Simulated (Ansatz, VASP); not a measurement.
# Two plane-wave programs on BN

```
CELL_PARAMETERS angstrom
2.50875 0.00144 0.00000
1.25312 2.17337 0.00000
0.00000 0.00000 32.60000
ATOMIC_POSITIONS crystal
B 0.49998 0.49998 0.44453
B 0.49998 0.49998 0.55547
N 0.83332 0.83332 0.44451
N 0.83332 0.83332 0.55549
```

Alike in both runs: functional PBE; dispersion D3(BJ); k mesh 10 × 10 × 1; occupations gaussian, width 0.02 eV; no spin polarisation.

Ansatz relaxed the structure, and its values are those at the end. VASP's run is a single point on that final structure, the one shown.

```csv
,VASP,Ansatz
version,VASP 6.6.1,Ansatz 0.2.0
potentials or method,"VASP PAW PBE potentials, release 64 (B, N)","scalar-relativistic, plane waves, PAW"
plane-wave cutoff (eV),520,420
valence electrons in the cell,16,16
```

|  | VASP | Ansatz | Ansatz less VASP |
| --- | --- | --- | --- |
| gap on the k mesh at the Fermi level (eV) | 4.37 | 4.38 | +0.007 |
| least direct gap on the mesh (eV) | 4.48 | 4.48 | +0.003 |

The functional is the same, so the differences come from potentials, cutoffs and numerics. Ansatz warned: «near_symmetry_operations_not_taken».
